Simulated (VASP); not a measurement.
# Sn (Im-3m) in VASP: notebook

The runs below take Sn through relaxation of cell and atoms, relaxation of the atoms, single point, with r2SCAN+D3(BJ), r2SCAN, PBEsol.

All numbers are computed with VASP 6.6.1; they aren't measurements. Logs are shortened: lines on timing, memory, paths and dates and some standing lists are left out, and cuts for length are marked.

### Step 1. The crystal as given

Symmetry: Im-3m, No. 229, cubic system. Conventional cell: a = 3.789 Å, b = 3.789 Å, c = 3.789 Å, α = 90.00°, β = 90.00°, γ = 90.00°. Sn (site symmetry m-3m) has 8 Sn at 3.28 Å as nearest neighbours.

This isn't the form of Sn at room conditions, which is tetragonal (white tin).

### Step 2. Relaxation of cell and atoms, r2SCAN+D3(BJ)

File INCAR:

```
SYSTEM = Sn
  PREC = Accurate
  ENCUT = 600
  EDIFF = 1E-6
  ISMEAR = 1
  SIGMA = 0.1
  LREAL = .FALSE.
  LASPH = .TRUE.
  NELM = 100
  ALGO = Normal
  ISIF = 3
  LWAVE = .FALSE.
  LCHARG = .FALSE.
  METAGGA = R2SCAN
  LMIXTAU = .TRUE.
  IVDW = 12
  VDW_S6 = 1.0
  VDW_S8 = 0.78981345
  VDW_A1 = 0.49484001
  VDW_A2 = 5.73083694
  IBRION = 2
  NSW = 60
  EDIFFG = -0.01
```

File KPOINTS:

```
Automatic mesh
0
G
  10 10 10
  0 0 0
```

File POSCAR:

```
Sn
1.0
   -1.8946518192      1.8946518192      1.8946518192
    1.8946518192     -1.8946518192      1.8946518192
    1.8946518192      1.8946518192     -1.8946518192
Sn
1
Direct
    0.0000000000      0.0000000000      0.0000000000
```

Potentials or basis: VASP PAW PBE potentials, release 64 (Sn_d).

Launch:

```bash
$ cat potpaw_PBE.64/Sn_d/POTCAR > POTCAR
$ mpirun -np 1 vasp_std > vasp.out
```

OUTCAR:

```text
SYSTEM = Sn
   PREC = Accurate
   ENCUT = 600
   EDIFF = 1E-6
   ISMEAR = 1
   LREAL = .FALSE.
   LASPH = .TRUE.
   NELM = 100
   ISIF = 3
   METAGGA = R2SCAN
   IVDW = 12
   IBRION = 2
   NSW = 60
   EDIFFG = -0.01
 IVDW          = 12

 ion  position               nearest neighbor table
   1  0.000  0.000  0.000-

  LATTYP: Found a body centered cubic cell.
 ALAT       =     3.7893036384

  Lattice vectors:

 A1 = (  -1.8946518192,   1.8946518192,   1.8946518192)
 A2 = (   1.8946518192,  -1.8946518192,   1.8946518192)
 A3 = (   1.8946518192,   1.8946518192,  -1.8946518192)

Analysis of symmetry for initial positions (statically):
=====================================================================
 Subroutine PRICEL returns:
 Original cell was already a primitive cell.

 Routine SETGRP: Setting up the symmetry group for a
 body centered cubic supercell.

 Subroutine GETGRP returns: Found 48 space group operations
 (whereof 48 operations were pure point group operations)
 out of a pool of 48 trial point group operations.

The static configuration has the point symmetry O_h .

Analysis of symmetry for dynamics (positions and initial velocities):
=====================================================================
 Subroutine PRICEL returns:
 Original cell was already a primitive cell.

 Routine SETGRP: Setting up the symmetry group for a
 body centered cubic supercell.

 Subroutine GETGRP returns: Found 48 space group operations
 (whereof 48 operations were pure point group operations)
 out of a pool of 48 trial point group operations.

The dynamic configuration has the point symmetry O_h .

 Subroutine INISYM returns: Found 48 space group operations
 (whereof 48 operations are pure point group operations),
 and found     1 'primitive' translations

----------------------------------------------------------------------------------------

                                     Primitive cell

  volume of cell :      27.2050

  direct lattice vectors                    reciprocal lattice vectors
    -1.894651819  1.894651819  1.894651819     0.000000000  0.263900731  0.263900731
     1.894651819 -1.894651819  1.894651819     0.263900731  0.000000000  0.263900731
     1.894651819  1.894651819 -1.894651819     0.263900731  0.263900731  0.000000000

  length of vectors
     3.281633214  3.281633214  3.281633214     0.373211993  0.373211993  0.373211993

  position of ions in fractional coordinates (direct lattice)
     0.000000000  0.000000000  0.000000000

  ion indices of the primitive-cell ions
   primitive index   ion index
                 1           1

----------------------------------------------------------------------------------------

 KPOINTS: Automatic mesh

Automatic generation of k-mesh.
 Grid dimensions read from file:
 generate k-points for:   10   10   10

 Generating k-lattice:

  Cartesian coordinates                     Fractional coordinates (reciprocal lattice)
     0.000000000  0.026390073  0.026390073     0.100000000  0.000000000  0.000000000
     0.026390073  0.000000000  0.026390073     0.000000000  0.100000000  0.000000000
     0.026390073  0.026390073  0.000000000     0.000000000  0.000000000  0.100000000

  Length of vectors
     0.037321199  0.037321199  0.037321199

  Shift w.r.t. Gamma in fractional coordinates (k-lattice)
     0.000000000  0.000000000  0.000000000

 Subroutine IBZKPT returns following result:
 ===========================================

 Found     47 irreducible k-points:

 Following reciprocal coordinates:
            Coordinates               Weight
  0.000000  0.000000  0.000000      1.000000
  0.100000  0.000000  0.000000     12.000000
  0.200000  0.000000  0.000000     12.000000
  0.300000  0.000000  0.000000     12.000000
  0.400000  0.000000  0.000000     12.000000
  0.500000  0.000000  0.000000      6.000000
[... 16 lines left out ...]
  0.300000  0.300000  0.100000      8.000000
 -0.300000  0.300000  0.100000     24.000000
 [... further k-points ...]
   k-points           NKPTS =     47   k-points in BZ     NKDIM =     47   number of bands    NBANDS=     11
   number of dos      NEDOS =    301   number of ions     NIONS =      1
   total plane-waves  NPLWV =  21952
   dimension x,y,z NGX =    28 NGY =   28 NGZ =   28
   dimension x,y,z NGXF=    56 NGYF=   56 NGZF=   56
   ions per type =               1
   NGX,Y,Z   is equivalent  to a cutoff of  14.18, 14.18, 14.18 a.u.
   NGXF,Y,Z  is equivalent  to a cutoff of  28.37, 28.37, 28.37 a.u.
 SYSTEM =  Sn
   PREC   = accura    normal or accurate (medium, high low for compatibility)
   ISTART =      0    job   : 0-new  1-cont  2-samecut
   ICHARG =      2    charge: 1-file 2-atom 10-const
   ISPIN  =      1    spin polarized calculation?
   LNONCOLLINEAR =      F non collinear calculations
   LSORBIT =      F    spin-orbit coupling
   LASPH  =      T    aspherical Exc in radial PAW
[... 55 lines left out ...]
------------------------ aborting loop because EDIFF is reached ----------------------------------------

 Edisp (eV)   -0.18227

 E8    (eV) :    -0.0704

  FORCE on cell =-STRESS in cart. coord.  units (eV):
  Direction    XX          YY          ZZ          XY          YZ          ZX
  --------------------------------------------------------------------------------------
  -------------------------------------------------------------------------------------
  Total      -0.31749    -0.31749    -0.31749    -0.00000     0.00000    -0.00000
  in kB     -18.69770   -18.69770   -18.69770    -0.00000     0.00000    -0.00000
  external pressure =      -18.70 kB  Pullay stress =        0.00 kB

 VOLUME and BASIS-vectors are now :
 -----------------------------------------------------------------------------
  energy-cutoff  :      600.00
  volume of cell :       27.20
      direct lattice vectors                 reciprocal lattice vectors
    -1.894651819  1.894651819  1.894651819     0.000000000  0.263900731  0.263900731
     1.894651819 -1.894651819  1.894651819     0.263900731  0.000000000  0.263900731
     1.894651819  1.894651819 -1.894651819     0.263900731  0.263900731  0.000000000
[... 40 lines left out ...]
 POSITION                                       TOTAL-FORCE (eV/Angst)
 -----------------------------------------------------------------------------------
      1.86563     -1.86563      1.86563         0.000000     -0.000000      0.000000
 -----------------------------------------------------------------------------------
    total drift:                                0.000000     -0.000000      0.000000

  FREE ENERGIE OF THE ION-ELECTRON SYSTEM (eV)
  ---------------------------------------------------
  free  energy   TOTEN  =       -24.6768233080 eV

  energy  without entropy=      -24.6763659371  energy(sigma->0) =      -24.67667085

--------------------------------------- Ionic step        3  -------------------------------------------

 number of electron      14.0000002 magnetization

 Free energy of the ion-electron system (eV)
  ---------------------------------------------------
  ext. energy  EPLUGINS =         0.00000000
  ---------------------------------------------------
  free energy    TOTEN  =       -24.48711363 eV

  energy without entropy =      -24.48659949  energy(sigma->0) =      -24.48694225

 E-fermi :   8.5078     XC(G=0): -11.4764

 val. band max:        8.5072919719   @ k =   0.2000   0.2000   0.0000
 cond. band min:       8.5574836486   @ k =   0.3000   0.0000   0.0000
 fundamental gap:      0.0501916767
 Fermi energy:         8.5078039441

 k-point     1 :       0.0000    0.0000    0.0000
  band No.  band energies     occupation
      1     -13.7978      2.00000
      2     -13.7978      2.00000
      3     -13.7978      2.00000
      4     -13.6267      2.00000
      5     -13.6267      2.00000
      6      -3.4439      2.00000
      7      17.3353      0.00000
      8      17.3353      0.00000
      9      17.3353      0.00000
     10      21.4878      0.00000
     11      21.4879      0.00000

 k-point     2 :       0.1000    0.0000    0.0000
  band No.  band energies     occupation
      1     -13.8032      2.00000
      2     -13.7903      2.00000
      3     -13.7725      2.00000
      4     -13.6328      2.00000
      5     -13.6276      2.00000
      6      -3.2054      2.00000
      7      15.4137      0.00000
      8      16.4068      0.00000
      9      17.0124      0.00000
     10      19.8681      0.00000
     11      20.0884      0.00000
[... 295 lines left out ...]
 k-point    24 :      -0.3000    0.3000    0.1000
  band No.  band energies     occupation
      1     -13.8083      2.00000
      2     -13.7546      2.00000
      3     -13.6672      2.00000
      4     -13.6381      2.00000
      5     -13.6252      2.00000
      6      -1.0545      2.00000
      7       8.7573     -0.00237
      8      12.6588      0.00000
      9      14.2409      0.00000
     10      18.3135      0.00000
     11      19.1902      0.00000

 [... further k-points ...]

------------------------ aborting loop because EDIFF is reached ----------------------------------------

 Edisp (eV)   -0.18991

 E8    (eV) :    -0.0734

  FORCE on cell =-STRESS in cart. coord.  units (eV):
  Direction    XX          YY          ZZ          XY          YZ          ZX
  --------------------------------------------------------------------------------------
  -------------------------------------------------------------------------------------
  Total       0.00007     0.00007     0.00007    -0.00000     0.00000    -0.00000
  in kB       0.00456     0.00456     0.00456    -0.00000     0.00000    -0.00000
  external pressure =        0.00 kB  Pullay stress =        0.00 kB

 VOLUME and BASIS-vectors are now :
 -----------------------------------------------------------------------------
  energy-cutoff  :      600.00
  volume of cell :       26.15
      direct lattice vectors                 reciprocal lattice vectors
    -1.869883771  1.869883771  1.869883771     0.000000000  0.267396299  0.267396299
     1.869883771 -1.869883771  1.869883771     0.267396299  0.000000000  0.267396299
     1.869883771  1.869883771 -1.869883771     0.267396299  0.267396299  0.000000000

 POSITION                                       TOTAL-FORCE (eV/Angst)
 -----------------------------------------------------------------------------------
     -0.00000      0.00000      0.00000        -0.000000      0.000000      0.000000
 -----------------------------------------------------------------------------------
    total drift:                               -0.000000     -0.000000     -0.000000

  FREE ENERGIE OF THE ION-ELECTRON SYSTEM (eV)
  ---------------------------------------------------
  free  energy   TOTEN  =       -24.6770203616 eV

  energy  without entropy=      -24.6765062308  energy(sigma->0) =      -24.67684898

 reached required accuracy - stopping structural energy minimisation
```

Wall time 2.2 min (1 thread of Intel Xeon Platinum 8488C (Sapphire Rapids), shared host); peak memory 0.18 GiB.

What came out:

```
Free energy                            : -24.6770 eV
Relaxed volume                         : 26.15 Å³/atom
Relaxed cell                           : a = 3.239 Å, b = 3.239 Å, c = 3.239 Å, α = 109.47°, β = 109.47°, γ = 109.47°
Space group after relaxing (to 0.05 Å) : Im-3m (No. 229)
Energy gained by relaxing              : 6.3 meV/atom
Ionic steps                            : 3
Pressure after relaxing                : 0.0 GPa
Band gap on the k mesh                 : none (metal or under the smearing width)
Dispersion energy per atom             : -0.190 eV
```

The path:
| step | energy change (eV) | largest force (eV/Å) | pressure (GPa) | volume (Å³) |
| --- | --- | --- | --- | --- |
| 1 | 0.0000 | 0.0000 | -1.87 | 27.20 |
| 2 | -0.0061 | 0.0000 | 0.35 | 25.97 |
| 3 | -0.0063 | 0.0000 | 0.00 | 26.15 |

Final structure:
```yaml
crystal:
  lattice:
    - [-1.86988, 1.86988, 1.86988]
    - [1.86988, -1.86988, 1.86988]
    - [1.86988, 1.86988, -1.86988]
  atoms:
    - { symbol: Sn, position: [0.00000, 0.00000, 0.00000] }
```

Levels at points of the mesh, in eV from the Fermi level:
```csv
k point,band 5,band 6,band 7,band 8,band 9,band 10
"(0.00, 0.00, 0.00)",-22.13,-11.95,8.83,8.83,8.83,12.98
"(0.50, 0.00, 0.00)",-22.03,-6.69,-4.90,3.89,6.00,8.75
"(0.50, 0.50, 0.50)",-22.06,-2.07,-0.64,-0.64,-0.64,4.16
```

Caveat: the PAW data sets were made with another functional, which shifts forces and pressure a little; pairwise dispersion overbinds metals, which lowers pressure and volume.

### Step 3. Relaxation of the atoms, r2SCAN (cell strained at random at fixed volume)

File INCAR:

```
  ALGO = Normal
  EDIFF = 1E-7
  EDIFFG = -0.005
  ENCUT = 520
  IBRION = 2
  ISIF = 2
  ISMEAR = 1
  LASPH = True
  LCHARG = False
  LMIXTAU = True
  LREAL = False
  LWAVE = False
  METAGGA = R2SCAN
  NELM = 60
  NSW = 60
  PREC = Accurate
  SIGMA = 0.1
```

File KPOINTS:

```
k-points
0
Gamma
  7 7 7
```

File POSCAR:

```
Sn
1.0
   -1.8779300000      1.8983980000      1.9102480000
    1.8946180000     -1.8698070000      1.8983450000
    1.8874050000      1.8792820000     -1.8816570000
Sn
1
Direct
    0.0096000000      0.0063090000     -0.0032590000
```

Potentials or basis: VASP PAW PBE potentials, release 64 (Sn_d).

Launch:

```bash
$ cat potpaw_PBE.64/Sn_d/POTCAR > POTCAR
$ mpirun -np 1 vasp_std > vasp.out
```

Run time: 1.9 min. Hardware: 1 thread of Intel Xeon Platinum 8488C (Sapphire Rapids), shared host; peak memory 0.17 GiB.

Results (log left out):

```yaml
Free_energy: -24.5272 eV
Pressure_after_relaxing: 0.0 GPa
Band_gap_on_the_k_mesh: none (metal or under the smearing width)
```

Stress tensor (GPa, compression positive):
```
 0.00  0.20  0.23
 0.20  0.27  0.43
 0.23  0.43 -0.30
```

Final structure:
```yaml
crystal:
  lattice:
    - [-1.87793, 1.89840, 1.91025]
    - [1.89462, -1.86981, 1.89834]
    - [1.88740, 1.87928, -1.88166]
  atoms:
    - { symbol: Sn, position: [0.00960, 0.00631, 0.99674] }
```

Levels at points of the mesh, in eV from the Fermi level:
```
           k point  band 5  band 6  band 7  band 8  band 9  band 10
(0.00, 0.00, 0.00)  -22.41  -11.95    7.90    8.16    8.26    12.49
```

Caveat: the relaxation stopped at its first step, so nothing moved; the PAW data sets were made with another functional, which shifts forces and pressure a little.

### Step 4. Single point, PBEsol

File INCAR:

```
SYSTEM = Sn
PREC = Accurate
ENCUT = 900
EDIFF = 1E-8
ISMEAR = -1
SIGMA = 0.05
LREAL = .False.
LASPH = .True.
NELM = 100
ALGO = Normal
ISIF = 2
LWAVE = .False.
LCHARG = .False.
GGA = PS
NBANDS = 13
ADDGRID = .False.
```

File KPOINTS:

```
Automatic mesh
0
Gamma
  12 12 12
  0 0 0
```

File POSCAR:

```
Sn
1.0
   -1.8946518192      1.8946518192      1.8946518192
    1.8946518192     -1.8946518192      1.8946518192
    1.8946518192      1.8946518192     -1.8946518192
Sn
1
Direct
    0.0000000000      0.0000000000      0.0000000000
```

Launch:

```bash
$ cat potpaw_PBE.64/Sn_d/POTCAR > POTCAR
$ mpirun -np 1 vasp_std > vasp.out
```

It took 34 s on 1 thread of Intel Xeon Platinum 8375C at 2.90GHz (Ice Lake), shared host; peak memory 0.2 GiB.

The run converged. Its results:

```yaml
Free_energy: -4.2273 eV
Pressure: -2.3 GPa
Band_gap_on_the_k_mesh: none (metal or under the smearing width)
```

Levels at points of the mesh, in eV from the Fermi level:
```tsv
k point	band 4	band 5	band 6	band 7	band 8	band 9	band 10	band 11
(0.00, 0.00, 0.00)	-21.34	-21.34	-11.12	7.91	7.91	7.91	12.09	12.09
(0.50, 0.00, 0.00)	-21.35	-21.26	-6.46	-4.45	3.56	5.39	7.92	8.23
(0.50, 0.50, 0.50)	-21.28	-21.28	-2.54	-0.51	-0.51	-0.51	3.81	3.81
```

Caveat: the PAW data sets were made with another functional, which shifts forces and pressure a little.

### Step 5. Single point, PBEsol

Changes to INCAR since step 4:

```diff
@@ -2,6 +2,6 @@
 PREC = Accurate
-ENCUT = 900
-EDIFF = 1E-8
+ENCUT = 200
+EDIFF = 1E-6
 ISMEAR = -1
-SIGMA = 0.05
+SIGMA = 0.1
 LREAL = .False.
```

File KPOINTS:

```
Automatic mesh
0
Gamma
  3 3 3
  0 0 0
```

POSCAR is that of step 4.

Launch:

```bash
$ cat potpaw_PBE.64/Sn_d/POTCAR > POTCAR
$ mpirun -np 1 vasp_std > vasp.out
```

Wall time 2.3 s (1 thread of Intel Xeon Platinum 8375C at 2.90GHz (Ice Lake), shared host); peak memory 0.1 GiB.

The run converged, but a check on its numbers failed (symmetry, net force, bounds or a known fault of this set-up), so they aren't taken as properties of the crystal.

Caveat: the k mesh is coarse (spacing up to 0.78 Å⁻¹), so the values aren't converged; the cutoff lies under the usual one of these potentials, so the numbers hold a large basis-set error; the PAW data sets were made with another functional, which shifts forces and pressure a little.

### Step 6. Single point, PBEsol

Changes to INCAR since step 5:

```diff
@@ -2,3 +2,3 @@
 PREC = Accurate
-ENCUT = 200
+ENCUT = 250
 EDIFF = 1E-6
```

KPOINTS is that of step 5.

POSCAR is that of step 5.

Potentials or basis: VASP PAW PBE potentials, release 64 (Sn_d).

Launch:

```bash
$ cat potpaw_PBE.64/Sn_d/POTCAR > POTCAR
$ mpirun -np 1 vasp_std > vasp.out
```

It took 2.5 s on 1 thread of Intel Xeon Platinum 8375C at 2.90GHz (Ice Lake), shared host; peak memory 0.11 GiB.

These settings aren't checked as converged: the numbers below hold their error.

Results:

| Quantity | Value |
| --- | --- |
| Free energy | -4.2718 eV |
| Band gap on the k mesh | none (metal or under the smearing width) |

Caveat: the k mesh is coarse (spacing up to 0.78 Å⁻¹), so the values aren't converged; the cutoff is under 1.25 times the usual one of these potentials, so pressure, stress and relaxed cells hold a basis-set (Pulay) error; the PAW data sets were made with another functional, which shifts forces and pressure a little.

### Step 7. For comparison

An earlier run on the cell as given: functional PBE; potentials or basis VASP PAW PBE potentials, release 64 (Sn_d); cutoff 520 eV; k mesh 10 × 10 × 10; occupations fermi-dirac, width 0.05 eV; no spin polarisation.

- Pressure: 0.6 GPa
- Band gap on the k mesh: none (metal or under the smearing width)

### Step 8. Summary

```tsv
task	level	cell	k mesh	cutoff (eV)	smearing	gap on the mesh (eV)	pressure (GPa)
relaxation of cell and atoms	r2SCAN+D3(BJ)	relaxed	10 × 10 × 10	600	methfessel-paxton 0.1 eV	none	0.0
relaxation of the atoms	r2SCAN	atoms relaxed from: cell strained at random at fixed volume	7 × 7 × 7	520	methfessel-paxton 0.1 eV	none	0.0
single point	PBEsol	as given	12 × 12 × 12	900	fermi-dirac 0.05 eV	none	-2.3
single point	PBE	as given	10 × 10 × 10	520	fermi-dirac 0.05 eV	none	0.6
```

Alike in all rows: potentials or basis VASP PAW PBE potentials, release 64 (Sn_d); no spin polarisation.

Caveats: the PAW data sets were made with another functional, which shifts forces and pressure a little (some runs); pairwise dispersion overbinds metals, which lowers pressure and volume (some runs); the relaxation stopped at its first step, so nothing moved (some runs).

Absolute energies hang on the potentials; compare differences alone.
